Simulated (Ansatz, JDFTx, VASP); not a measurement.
**NiO: 3 runs at one level of theory**

```
Ni O
1.0
     0.00000    2.08590    2.08590
     2.08590    0.00000    2.08590
     2.08590    2.08590    0.00000
Ni O
1 1
Direct
  0.00000 0.00000 0.00000
  0.50000 0.50000 0.50000
```

Alike in all runs: task single point; functional PBEsol; k mesh 11 × 11 × 11; occupations gaussian, width 0.05 eV; collinear spin, ferromagnetic start; no spin-orbit coupling. The measured crystal is an antiferromagnetic insulator; the state found here is the runs' own. Pressure is positive in compression and, in plane waves, holds the error of the finite cutoff.

| program and potentials | plane-wave cutoff (eV) | notes | pressure (GPa) | net moment per atom (μB) |
| --- | --- | --- | --- | --- |
| Ansatz, all-electron LAPW, scalar-relativistic | - | - | -6.68 | 0.75 |
| VASP, PBE PAW files Ni, O, release 54, 520 eV | 520 | potentials made for PBE; 8 valence electrons an atom on average | -7.85 | 0.66 |
| JDFTx, PseudoDojo-SR-PBEsol-0.4.1-standard with smoothed tails | 1333 | 12 valence electrons an atom on average | -6.89 | 0.78 |

The pressure spans -7.85 (VASP, PBE PAW files Ni, O, release 54, 520 eV) to -6.68 GPa (Ansatz, all-electron LAPW, scalar-relativistic), with all-electron results at -6.68. The net moment per atom spans 0.66 (VASP, PBE PAW files Ni, O, release 54, 520 eV) to 0.78 μB (JDFTx, PseudoDojo-SR-PBEsol-0.4.1-standard with smoothed tails), with all-electron results at 0.75. Runs that ended in another magnetic state (1) are left out. The state is the one that the start led to, which needn't be the lowest.

Differences between rows come from potentials, basis sets and numerical settings, since the functional is the same but for its coding. Runs on potential files found faulty are left out.
